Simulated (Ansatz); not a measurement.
# fcc against bcc along group 5

Method: DFT, r2SCAN, plane waves (500 eV) with PAW, scalar-relativistic (Ansatz 0.2.0). (PAW data from PBE, frozen cores regenerated.)

Each structure is relaxed within its symmetry, in the lowest magnetic state of the tried starts. Differences under about 8 meV lie within the error of the k-point mesh.

```json
{"element": "V", "E(fcc) − E(bcc) (meV/atom)": "243", "V(fcc) (Å³/atom)": "13.72", "V(bcc) (Å³/atom)": "13.28", "state of fcc": "non-magnetic", "state of bcc": "spin not included"}
{"element": "Nb", "E(fcc) − E(bcc) (meV/atom)": "332", "V(fcc) (Å³/atom)": "18.71", "V(bcc) (Å³/atom)": "18.01", "state of fcc": "non-magnetic", "state of bcc": "spin not included"}
{"element": "Ta", "E(fcc) − E(bcc) (meV/atom)": "243", "V(fcc) (Å³/atom)": "18.62", "V(bcc) (Å³/atom)": "18.08", "state of fcc": "spin not included", "state of bcc": "spin not included"}
```
